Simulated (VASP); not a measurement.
# PbS (Galena) (Fm-3m) in VASP: settings compared

Aim: see how the results for PbS (Galena) move with the level of theory and the settings. Levels: B3LYP+D3, PBE, PBEsol. Tasks: atomic charges, single point.

Program: VASP 6.6.1. These are calculated values, not measurements. Logs are shortened: lines on timing, memory, paths and dates and some standing lists are left out, and cuts for length are marked.

### Step 1. Starting point

Symmetry: Fm-3m, No. 225, cubic system. The conventional cell has a = 5.931 Å, b = 5.931 Å, c = 5.931 Å, α = 90.00°, β = 90.00°, γ = 90.00°. Around Pb (site symmetry m-3m) lie 6 S at 2.97 Å. Around S (site symmetry m-3m) lie 6 Pb at 2.97 Å.

### Step 2. Atomic charges, B3LYP+D3, collinear spin, random start (cell strained at random at fixed volume)

File POSCAR:

```
PbS
1.0
   -0.0127460000      2.9966460000      2.9843380000
    2.8988530000      0.0541050000      2.9174870000
    2.9878790000      3.0188210000     -0.0349210000
Pb S
1 1
Cartesian
    0.0000000000      0.0000000000      0.0000000000
    2.9369930000      3.0347860000      2.9334520000
```

File INCAR.step1:

```
SYSTEM = PbS
ALGO = Normal
EDIFF = 1E-5
ENCUT = 520
GGA = PE
ISIF = 2
ISMEAR = 0
ISPIN = 2
LASPH = .True.
LCHARG = .False.
LREAL = .False.
LWAVE = .True.
MAGMOM = 0.12 0
NELM = 100
NUPDOWN = 0
PREC = Accurate
SIGMA = 0.1
```

File INCAR.step2:

```
SYSTEM = PbS
AEXX = 0.2
AGGAC = 0.81
AGGAX = 0.72
ALDAC = 0.19
ALGO = Normal
EDIFF = 1E-7
ENCUT = 520
GGA = B3
ISIF = 2
ISMEAR = 0
ISPIN = 2
ISTART = 1
IVDW = 11
LASPH = .True.
LCHARG = .False.
LHFCALC = .True.
LORBIT = 11
LREAL = .False.
LWAVE = .False.
MAGMOM = 0.12 0
NELM = 100
NUPDOWN = 0
PREC = Accurate
PRECFOCK = Fast
SIGMA = 0.1
```

File KPOINTS:

```
k-points
0
Gamma
  4 4 4
  0 0 0
```

Potentials or basis: VASP PAW PBE potentials, release 64 (Pb_d, S).

Started as:

```
$ cat potpaw_PBE.64/Pb_d/POTCAR potpaw_PBE.64/S/POTCAR > POTCAR
$ cp INCAR.step1 INCAR
$ mpirun -np 1 vasp_std > vasp.out
$ cp INCAR.step2 INCAR
$ mpirun -np 1 vasp_std > vasp.out
```

OUTCAR:

```text
SYSTEM = PbS
   AEXX = 0.2
   EDIFF = 1E-7
   ENCUT = 520
   GGA = B3
   ISIF = 2
   ISMEAR = 0
   ISPIN = 2
   ISTART = 1
   IVDW = 11
   LASPH = .True.
   LHFCALC = .True.
   LORBIT = 11
   LREAL = .False.
   NELM = 100
   NUPDOWN = 0
   PREC = Accurate
   PRECFOCK = Fast
 IVDW          = 11

 ion  position               nearest neighbor table
   1  0.000  0.000  0.000-   2 2.95   2 2.95   2 2.97   2 2.97   2 2.98   2 2.98
   2  0.500  0.500  0.500-   1 2.95   1 2.95   1 2.97   1 2.97   1 2.98   1 2.98

  LATTYP: Found a triclinic cell.
 ALAT       =     7.1289867074
 B/A-ratio  =     0.5769614391
 C/A-ratio  =     0.5971085548
 COS(alpha) =     0.0062299240
 COS(beta)  =     0.3083068106
 COS(gamma) =     0.8564432785

  Lattice vectors:

 A1 = (   2.8098270000,  -2.9106110000,   5.8698950000)
 A2 = (   2.8988530000,   0.0541050000,   2.9174870000)
 A3 = (  -3.0006250000,  -0.0221750000,   3.0192590000)

Analysis of symmetry for initial positions (statically):
=====================================================================
 Subroutine PRICEL returns:
 Original cell was already a primitive cell.

 Routine SETGRP: Setting up the symmetry group for a
 triclinic supercell.

 Subroutine GETGRP returns: Found  2 space group operations
 (whereof  2 operations were pure point group operations)
 out of a pool of  2 trial point group operations.

The static configuration has the point symmetry S_2 .

Analysis of symmetry for dynamics (positions and initial velocities):
=====================================================================
 Subroutine PRICEL returns:
 Original cell was already a primitive cell.

 Routine SETGRP: Setting up the symmetry group for a
 triclinic supercell.

 Subroutine GETGRP returns: Found  2 space group operations
 (whereof  2 operations were pure point group operations)
 out of a pool of  2 trial point group operations.

The dynamic configuration has the point symmetry S_2 .

Analysis of structural, dynamic, and magnetic symmetry:
=====================================================================
 Subroutine PRICEL returns:
 Original cell was already a primitive cell.

 Routine SETGRP: Setting up the symmetry group for a
 triclinic supercell.

 Subroutine GETGRP returns: Found  2 space group operations
 (whereof  2 operations were pure point group operations)
 out of a pool of  2 trial point group operations.

The overall configuration has the point symmetry S_2 .

 Subroutine INISYM returns: Found  2 space group operations
 (whereof  2 operations are pure point group operations),
 and found     1 'primitive' translations
[... 153 lines left out ...]

 E-fermi :   6.0373     XC(G=0):  -7.7010

 val. band max:        5.6231018408   @ k =  -0.0000   0.0000   0.5000
 cond. band min:       6.6982734148   @ k =   0.0000   0.5000  -0.0000
 fundamental gap:      1.0751715739
 Fermi energy:         6.0373164384

 spin component 1

 k-point     1 :       0.0000    0.0000    0.0000
  band No.  band energies     occupation
      1     -12.7891      1.00000
      2     -12.7813      1.00000
      3     -12.7795      1.00000
      4     -12.7669      1.00000
      5     -12.7653      1.00000
      6      -9.3312      1.00000
      7      -0.9563      1.00000
      8       2.8835      1.00000
      9       3.0461      1.00000
     10       3.2291      1.00000
     11      11.7755      0.00000
     12      11.8825      0.00000
     13      12.0480      0.00000
     14      13.3646      0.00000
[... 379 lines left out ...]
      3     -12.7767      1.00000
      4     -12.7427      1.00000
      5     -12.7229      1.00000
      6      -7.8009      1.00000
      7      -3.2286      1.00000
      8       1.3715      1.00000
      9       2.2857      1.00000
     10       3.0940      1.00000
     11       9.2968      0.00000
     12      10.3182      0.00000
     13      10.9200      0.00000
     14      13.3069      0.00000

 [... further k-points ...]

 spin component 2

 k-point     1 :       0.0000    0.0000    0.0000
  band No.  band energies     occupation
      1     -12.7891      1.00000
      2     -12.7813      1.00000
      3     -12.7795      1.00000
      4     -12.7669      1.00000
      5     -12.7653      1.00000
      6      -9.3312      1.00000
      7      -0.9563      1.00000
      8       2.8835      1.00000
      9       3.0461      1.00000
     10       3.2291      1.00000
     11      11.7755      0.00000
     12      11.8825      0.00000
     13      12.0480      0.00000
     14      13.3645      0.00000
[... 379 lines left out ...]
      3     -12.7767      1.00000
      4     -12.7427      1.00000
      5     -12.7229      1.00000
      6      -7.8009      1.00000
      7      -3.2286      1.00000
      8       1.3715      1.00000
      9       2.2857      1.00000
     10       3.0940      1.00000
     11       9.2968      0.00000
     12      10.3182      0.00000
     13      10.9200      0.00000
     14      13.3069      0.00000

 [... further k-points ...]

------------------------ aborting loop because EDIFF is reached ----------------------------------------

 Edisp (eV)   -0.70062

 E8    (eV) :    -0.5276

  FORCE on cell =-STRESS in cart. coord.  units (eV):
  Direction    XX          YY          ZZ          XY          YZ          ZX
  --------------------------------------------------------------------------------------
  -------------------------------------------------------------------------------------
  Total       1.15227     0.66484     0.85278    -0.15871    -0.05359     0.21772
  in kB      35.38590    20.41707    26.18878    -4.87408    -1.64578     6.68625
  external pressure =       27.33 kB  Pullay stress =        0.00 kB

 VOLUME and BASIS-vectors are now :
 -----------------------------------------------------------------------------
  energy-cutoff  :      520.00
  volume of cell :       52.17
      direct lattice vectors                 reciprocal lattice vectors
    -0.012746000  2.996646000  2.984338000    -0.168851830  0.169025652  0.164638781
     2.898853000  0.054105000  2.917487000     0.174689643 -0.170905351  0.172356291
     2.987879000  3.018821000 -0.034921000     0.164480630  0.166534150 -0.166518479

 POSITION                                       TOTAL-FORCE (eV/Angst)
 -----------------------------------------------------------------------------------
      0.00000      0.00000      0.00000        -0.000000      0.000000      0.000000
      2.93699      3.03479      2.93345         0.000000     -0.000000     -0.000000
 -----------------------------------------------------------------------------------
    total drift:                                0.000000     -0.000001     -0.000000

  FREE ENERGIE OF THE ION-ELECTRON SYSTEM (eV)
  ---------------------------------------------------
  free  energy   TOTEN  =       -10.6695231745 eV

  energy  without entropy=      -10.6695231744  energy(sigma->0) =      -10.66952317

 total charge

# of ion       s       p       d       tot
------------------------------------------
    1        1.527   0.475   9.854  11.856
    2        1.349   2.389   0.000   3.738
--------------------------------------------------
tot          2.876   2.864   9.854  15.594

 magnetization (x)

# of ion       s       p       d       tot
------------------------------------------
    1       -0.000  -0.000   0.000  -0.000
    2        0.000   0.000   0.000   0.000
--------------------------------------------------
tot         -0.000   0.000   0.000  -0.000
```

OUTCAR.step1:

```text
SYSTEM = PbS
   EDIFF = 1E-5
   ENCUT = 520
   GGA = PE
   ISIF = 2
   ISMEAR = 0
[... 1068 lines left out ...]
      0.00000      0.00000      0.00000         0.000000     -0.000000     -0.000000
      2.93699      3.03479      2.93345        -0.000000      0.000000      0.000000
 -----------------------------------------------------------------------------------
    total drift:                                0.000000     -0.000000     -0.000000

  FREE ENERGIE OF THE ION-ELECTRON SYSTEM (eV)
  ---------------------------------------------------
  free  energy   TOTEN  =        -8.7349000701 eV

  energy  without entropy=       -8.7330618340  energy(sigma->0) =       -8.73398095
```

Run time: 21 min. Hardware: 1 thread of Intel Xeon 6975P-C (Granite Rapids), shared host; peak memory 0.24 GiB.

Results:

```
Free energy                                           : -10.6695 eV
Pressure                                              : 2.7 GPa
Net moment                                            : 0.00 μB per cell
Valence electrons inside the program's atomic spheres : Pb 11.86; S 3.74
Dispersion energy per atom                            : -0.350 eV
```

Stress tensor (GPa, compression positive):
```
 3.54 -0.49  0.67
-0.49  2.04 -0.16
 0.67 -0.16  2.62
```

Caveat: the k mesh is coarse (spacing up to 0.47 Å⁻¹), so the values aren't converged, least of all with exact exchange; the PAW data sets were made with another functional, which shifts forces and pressure a little; the total moment is fixed, so each spin has its own Fermi level.

### Step 3. Single point, PBE

File INCAR:

```
PREC = Accurate
ENCUT = 520
EDIFF = 1E-6
ISMEAR = 0
SIGMA = 0.012
LREAL = False
LASPH = True
NELM = 100
ALGO = Fast
ISIF = 2
LWAVE = False
LCHARG = False
GGA = PE
```

File KPOINTS:

```
Automatic mesh
0
Gamma
  8 8 8
```

File POSCAR:

```
PbS
1.0
    0.0000000000      2.9657500000      2.9657500000
    2.9657500000      0.0000000000      2.9657500000
    2.9657500000      2.9657500000      0.0000000000
Pb S
1 1
Direct
    0.0000000000      0.0000000000      0.0000000000
    0.5000000000      0.5000000000      0.5000000000
```

Potentials or basis: VASP PAW PBE potentials, release 64 (Pb_d, S).

Started as:

```
$ cat potpaw_PBE.64/Pb_d/POTCAR potpaw_PBE.64/S/POTCAR > POTCAR
$ mpirun -np 1 vasp_std > vasp.out
```

Wall time 18 s (1 thread of Intel Xeon Platinum 8488C (Sapphire Rapids), shared host); peak memory 0.18 GiB.

It converged, with:

```yaml
Free_energy: -8.7560 eV
Pressure: 2.2 GPa
Band_gap_on_the_k_mesh: 0.36 eV, direct
```

Levels at points of the mesh, in eV from the valence-band top:
```
           k point  band 8  band 9  band 10  band 11  band 12  band 13
(0.00, 0.00, 0.00)   -2.17   -2.17    -2.17     5.21     5.21     5.21
(0.50, 0.00, 0.00)   -1.78   -1.78     0.00     0.36     1.96     1.96
(0.50, 0.50, 0.00)   -5.20   -3.44    -3.44     3.86     5.58     5.68
```

Caveat: spin-orbit coupling is left out, which as a rule narrows the gap of such compounds by several tenths of an eV.

### Step 4. Single point, PBE

File INCAR:

```
  PREC = Accurate
  ENCUT = 520
  EDIFF = 1E-6
  ISMEAR = 0
  SIGMA = 0.012
  LREAL = False
  LASPH = True
  NELM = 80
  ALGO = Normal
  ISIF = 2
  LWAVE = False
  LCHARG = True
  GGA = PE
  LELF = True
  LVHAR = True
  NBANDS = 17
```

KPOINTS is that of step 3.

POSCAR is that of step 3.

Started as:

```
$ cat potpaw_PBE.64/Pb_d/POTCAR potpaw_PBE.64/S/POTCAR > POTCAR
$ mpirun -np 1 vasp_std > vasp.out
```

It took 26 s on 1 thread of AMD EPYC 7R43 (Zen 3), shared host; peak memory 0.15 GiB.

It converged, with:

```yaml
Free_energy: -8.7560 eV
Pressure: 2.1 GPa
Band_gap_on_the_k_mesh: 0.36 eV, direct
```

Levels at points of the mesh, in eV from the valence-band top:
```
           k point  band 7  band 8  band 9  band 10  band 11  band 12  band 13  band 14
(0.00, 0.00, 0.00)   -6.04   -2.17   -2.17    -2.17     5.21     5.21     5.21     6.73
(0.50, 0.00, 0.00)   -8.85   -1.78   -1.78     0.00     0.36     1.96     1.96     8.66
(0.50, 0.50, 0.00)   -7.20   -5.20   -3.44    -3.44     3.86     5.58     5.68     5.68
```

Caveat: spin-orbit coupling is left out, which as a rule narrows the gap of such compounds by several tenths of an eV.

[end of part 1 of 2]
